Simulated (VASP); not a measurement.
# ZnSe (F-43m) in VASP: band structure with HSE06

Aim: the band structure of ZnSe with HSE06.

Everything below comes from runs of VASP 6.6.1. Logs are shortened: lines on timing, memory, paths and dates and some standing lists are left out, and cuts for length are marked.

**Experimental background.**

From “Alloy Disordering Effects on the Thermal Conductivity and Energy Gap Temperature Dependence of Cd1−xZnxSe Ternary Crystals Grown by the Bridgman Method”, 2023, pmc:10253836, for a bulk crystal of ZnSe at 300 K: band gap 2.695 ± 0.003 eV (an exciton energy, a little under the gap).

How close the calculation comes is told below.

## (1) The structure

Symmetry: F-43m, No. 216, cubic system. The conventional cell has a = 5.733 Å, b = 5.733 Å, c = 5.733 Å, α = 90.00°, β = 90.00°, γ = 90.00°. Zn (site symmetry -43m) is surrounded by 4 Se at 2.48 Å. Se (site symmetry -43m) has 4 Zn at 2.48 Å as nearest neighbours.

## (2) Band structure, HSE06

POSCAR

```
ZnSe
1.0
    0.0000000000      2.8664300000      2.8664300000
    2.8664300000      0.0000000000      2.8664300000
    2.8664300000      2.8664300000      0.0000000000
Zn Se
1 1
Direct
    0.0000000000      0.0000000000      0.0000000000
    0.2500000000      0.2500000000      0.2500000000
```

INCAR.step1

```
  ALGO = Normal
  EDIFF = 1E-5
  ENCUT = 520
  GGA = PE
  ISIF = 2
  ISMEAR = 0
  LASPH = T
  LCHARG = F
  LREAL = F
  LWAVE = T
  NELM = 100
  PREC = Accurate
  SIGMA = 0.02
```

INCAR.step2

```
  ALGO = Normal
  EDIFF = 1E-6
  ENCUT = 520
  GGA = PE
  HFSCREEN = 0.2
  ISIF = 2
  ISMEAR = 0
  ISTART = 1
  LASPH = T
  LCHARG = F
  LHFCALC = T
  LREAL = F
  LWAVE = F
  NELM = 100
  PREC = Accurate
  PRECFOCK = Fast
  SIGMA = 0.02
```

KPOINTS

```
k-points
0
Gamma
  6 6 6
```

KPOINTS_OPT

```
path GXWKGLUWLK,UX
12
line-mode
reciprocal
 0.0000000000  0.0000000000  0.0000000000  G
 0.5000000000  0.0000000000  0.5000000000  X

 0.5000000000  0.0000000000  0.5000000000  X
 0.5000000000  0.2500000000  0.7500000000  W

 0.5000000000  0.2500000000  0.7500000000  W
 0.3750000000  0.3750000000  0.7500000000  K

 0.3750000000  0.3750000000  0.7500000000  K
 0.0000000000  0.0000000000  0.0000000000  G

 0.0000000000  0.0000000000  0.0000000000  G
 0.5000000000  0.5000000000  0.5000000000  L

 0.5000000000  0.5000000000  0.5000000000  L
 0.6250000000  0.2500000000  0.6250000000  U

 0.6250000000  0.2500000000  0.6250000000  U
 0.5000000000  0.2500000000  0.7500000000  W

 0.5000000000  0.2500000000  0.7500000000  W
 0.5000000000  0.5000000000  0.5000000000  L

 0.5000000000  0.5000000000  0.5000000000  L
 0.3750000000  0.3750000000  0.7500000000  K

 0.6250000000  0.2500000000  0.6250000000  U
 0.5000000000  0.0000000000  0.5000000000  X
```

Potentials or basis: VASP PAW PBE potentials, release 64 (Zn, Se).

Launch:

```
cat potpaw_PBE.64/Zn/POTCAR potpaw_PBE.64/Se/POTCAR > POTCAR
cp INCAR.step1 INCAR
mpirun -np 1 vasp_std > vasp.out
cp INCAR.step2 INCAR
mpirun -np 1 vasp_std > vasp.out
```

OUTCAR:

```text
EDIFF = 1E-6
   ENCUT = 520
   GGA = PE
   HFSCREEN = 0.2
   ISIF = 2
   ISMEAR = 0
   ISTART = 1
   LASPH = T
   LHFCALC = T
   LREAL = F
   NELM = 100
   PREC = Accurate
   PRECFOCK = Fast

 ion  position               nearest neighbor table
   1  0.000  0.000  0.000-   2 2.48   2 2.48   2 2.48   2 2.48
   2  0.250  0.250  0.250-   1 2.48   1 2.48   1 2.48   1 2.48

  LATTYP: Found a face centered cubic cell.
 ALAT       =     5.7328600000

  Lattice vectors:

 A1 = (   0.0000000000,   2.8664300000,   2.8664300000)
 A2 = (   2.8664300000,   0.0000000000,   2.8664300000)
 A3 = (   2.8664300000,   2.8664300000,   0.0000000000)

Analysis of symmetry for initial positions (statically):
=====================================================================
 Subroutine PRICEL returns:
 Original cell was already a primitive cell.

 Routine SETGRP: Setting up the symmetry group for a
 face centered cubic supercell.

 Subroutine GETGRP returns: Found 24 space group operations
 (whereof 24 operations were pure point group operations)
 out of a pool of 48 trial point group operations.

The static configuration has the point symmetry T_d .

Analysis of symmetry for dynamics (positions and initial velocities):
=====================================================================
 Subroutine PRICEL returns:
 Original cell was already a primitive cell.

 Routine SETGRP: Setting up the symmetry group for a
 face centered cubic supercell.

 Subroutine GETGRP returns: Found 24 space group operations
 (whereof 24 operations were pure point group operations)
 out of a pool of 48 trial point group operations.

The dynamic configuration has the point symmetry T_d .

 Subroutine INISYM returns: Found 24 space group operations
 (whereof 24 operations are pure point group operations),
 and found     1 'primitive' translations

----------------------------------------------------------------------------------------

                                     Primitive cell

  volume of cell :      47.1036

  direct lattice vectors                    reciprocal lattice vectors
     0.000000000  2.866430000  2.866430000    -0.174433006  0.174433006  0.174433006
     2.866430000  0.000000000  2.866430000     0.174433006 -0.174433006  0.174433006
     2.866430000  2.866430000  0.000000000     0.174433006  0.174433006 -0.174433006

  length of vectors
[... 90 lines left out ...]
   IALGO  =     38    algorithm
   IMIX   =      1    mixing-type and parameters
     AMIX     =   0.40;   BMIX     =  1.00
     AMIX_MAG =   1.60;   BMIX_MAG =  1.00
  volume/ion in A,a.u.               =      23.55       158.94
  Fermi-wavevector in a.u.,A,eV,Ry     =   1.187994  2.244984 19.202314  1.411330
  Thomas-Fermi vector in A             =   2.324133
   LORBIT       =      0    0 simple, 1 ext, 2 COOP (PROOUT), +10 PAW based schemes
   GGA     = PE    functional components
   LHFCALC =     T    Hartree Fock is set to
   PRECFOCK=fast      Normal, Fast or Accurate (Low or Medium for compatibility)
   ENCUT4O =  -1.0   cutoff for four orbital integrals eV
   NKREDX  =     1    reduce k-point grid by
   NKREDY  =     1    reduce k-point grid by
   NKREDZ  =     1    reduce k-point grid by
   AEXX    =    0.2500 exact exchange contribution
   HFSCREEN=    0.2000 screening length (either q_TF or 0.3 A-1)
   HFSCREENC=   0.2000 screening length for correlation (either q_TF or 0.3 A-1)
   ENCUTFOCK=  -1.0 apply spherical cutoff to Coloumb kernel
   IVDW    =     0    specifies the selected vdW correction
   LEPSILON=     F    determine dielectric tensor
   LRPA    =     F    only Hartree local field effects (RPA)
 non-spin polarized calculation
 Gauss-broadening in eV      SIGMA  =   0.02
  energy-cutoff  :      520.00
  volume of cell :       47.10
 maximum number of plane-waves:      1303
  NGX = 18; NGY = 18; NGZ = 18

 number of electron      18.0000017 magnetization

 Free energy of the ion-electron system (eV)
  ---------------------------------------------------
  ext. energy  EPLUGINS =         0.00000000
  ---------------------------------------------------
  free energy    TOTEN  =        -7.44555763 eV

  energy without entropy =       -7.44555763  energy(sigma->0) =       -7.44555763

 E-fermi :   0.7875     XC(G=0):  -7.6014

 val. band max:        0.6699398537   @ k =   0.0000   0.0000   0.0000
 cond. band min:       2.9373629883   @ k =   0.0000   0.0000   0.0000
 fundamental gap:      2.2674231346
 Fermi energy:         0.7875490899

 k-point     1 :       0.0000    0.0000    0.0000
  band No.  band energies     occupation
      1     -13.4872      2.00000
      2      -7.4136      2.00000
      3      -7.4135      2.00000
      4      -7.4135      2.00000
      5      -7.1123      2.00000
      6      -7.1123      2.00000
      7       0.6699      2.00000
      8       0.6699      2.00000
      9       0.6699      2.00000
     10       2.9374      0.00000
     11       7.6353      0.00000
     12       7.6353      0.00000
     13       7.6353      0.00000
[... 226 lines left out ...]
  band No.  band energies     occupation
      1     -12.4180      2.00000
      2      -7.2860      2.00000
      3      -7.2477      2.00000
      4      -7.1721      2.00000
      5      -7.0984      2.00000
      6      -6.8248      2.00000
      7      -4.1396      2.00000
      8      -2.0123      2.00000
      9      -1.8487      2.00000
     10       6.1153      0.00000
     11       6.5861      0.00000
     12      10.1149      0.00000
     13      10.4130      0.00000

------------------------ aborting loop because EDIFF is reached ----------------------------------------

  FORCE on cell =-STRESS in cart. coord.  units (eV):
  Direction    XX          YY          ZZ          XY          YZ          ZX
  --------------------------------------------------------------------------------------
  -------------------------------------------------------------------------------------
  Total       -0.3011870     -0.3011870     -0.3011870     -0.0000000     -0.0000000     -0.0000000
  in kB      -10.2445466    -10.2445466    -10.2445466     -0.0000000     -0.0000000     -0.0000000
  external PRESSURE =     -10.2445466 kB  Pullay stress =       0.0000000 kB

 VOLUME and BASIS-vectors are now :
 -----------------------------------------------------------------------------
  energy-cutoff  :      520.00
  volume of cell :       47.10
      direct lattice vectors                 reciprocal lattice vectors
     0.000000000  2.866430000  2.866430000    -0.174433006  0.174433006  0.174433006
     2.866430000  0.000000000  2.866430000     0.174433006 -0.174433006  0.174433006
     2.866430000  2.866430000  0.000000000     0.174433006  0.174433006 -0.174433006

 POSITION                                       TOTAL-FORCE (eV/Angst)
 -----------------------------------------------------------------------------------
      0.00000      0.00000      0.00000         0.000000      0.000000      0.000000
      1.43321      1.43321      1.43321        -0.000000     -0.000000     -0.000000
 -----------------------------------------------------------------------------------
    total drift:                                0.000067      0.000047      0.000036

  FREE ENERGIE OF THE ION-ELECTRON SYSTEM (eV)
  ---------------------------------------------------
  free  energy   TOTEN  =        -7.4455576314 eV

  energy  without entropy=       -7.4455576314  energy(sigma->0) =       -7.44555763
```

OUTCAR.step1:

```text
EDIFF = 1E-5
   ENCUT = 520
   GGA = PE
   ISIF = 2
   ISMEAR = 0
[... 467 lines left out ...]
 -----------------------------------------------------------------------------------
      0.00000      0.00000      0.00000        -0.000000     -0.000000     -0.000000
      1.43321      1.43321      1.43321         0.000000      0.000000      0.000000
 -----------------------------------------------------------------------------------
    total drift:                               -0.000001     -0.000001     -0.000001

  FREE ENERGIE OF THE ION-ELECTRON SYSTEM (eV)
  ---------------------------------------------------
  free  energy   TOTEN  =        -6.0274539564 eV

  energy  without entropy=       -6.0274539564  energy(sigma->0) =       -6.02745396
```

Run time: 81 min. Hardware: 1 thread of Intel Xeon Platinum 8488C (Sapphire Rapids), shared host; peak memory 0.37 GiB.

Results:

| Quantity | Value |
| --- | --- |
| Free energy | -7.4456 eV |
| Pressure | -1.0 GPa |
| Band gap on the k mesh | 2.27 eV, direct |
| Band gap along the path | 2.27 eV, direct |

Levels at the corners of the path, in eV from the valence-band top:
```
point  band 6  band 7  band 8  band 9  band 10  band 11  band 12  band 13
    Γ   -7.78    0.00    0.00    0.00     2.27     6.97     6.97     6.97
    X   -7.57   -4.96   -2.19   -2.19     3.95     4.51    11.91    12.58
    X   -7.57   -4.96   -2.19   -2.19     3.95     4.51    11.91    12.58
    W   -7.47   -4.75   -2.85   -2.62     6.45     6.73     8.14     8.78
    W   -7.47   -4.75   -2.85   -2.62     6.45     6.73     8.14     8.78
    K   -7.50   -4.81   -3.13   -1.79     4.61     6.69    10.16    10.52
    K   -7.50   -4.81   -3.13   -1.79     4.61     6.69    10.16    10.56
    Γ   -7.78    0.00    0.00    0.00     2.27     6.97     6.97     6.97
    Γ   -7.78    0.00    0.00    0.00     2.27     6.97     6.97     6.97
    L   -7.61   -5.31   -0.86   -0.86     3.59     7.51     7.51     9.66
    L   -7.61   -5.31   -0.86   -0.86     3.59     7.51     7.51     9.66
    U   -7.50   -4.81   -3.13   -1.79     4.61     6.69    10.16    10.52
    U   -7.50   -4.81   -3.13   -1.79     4.61     6.69    10.16    10.52
    W   -7.47   -4.75   -2.85   -2.62     6.45     6.73     8.14     8.78
    W   -7.47   -4.75   -2.85   -2.62     6.45     6.73     8.14     8.78
    L   -7.61   -5.31   -0.86   -0.86     3.59     7.51     7.51     9.66
    L   -7.61   -5.31   -0.86   -0.86     3.59     7.51     7.51     9.66
    K   -7.50   -4.81   -3.13   -1.79     4.61     6.69    10.16    10.54
    U   -7.50   -4.81   -3.13   -1.79     4.61     6.69    10.16    10.53
    X   -7.57   -4.96   -2.19   -2.19     3.95     4.51    11.93    12.58
```

Caveat: the PAW data sets were made with another functional, which shifts forces and pressure a little.

## (3) Against experiment

Step 2. Against the measured gap of ZnSe, 2.695 eV (an exciton energy, a little under the gap; 300 K; “Alloy Disordering Effects on the Thermal Conductivity and Energy Gap Temperature Dependence of Cd1−xZnxSe Ternary Crystals Grown by the Bridgman Method”, 2023, pmc:10253836), the calculated 2.27 eV is off by -0.43 eV. Spin-orbit coupling on Se is left out. The value is that of HSE06, without temperature or zero-point motion.
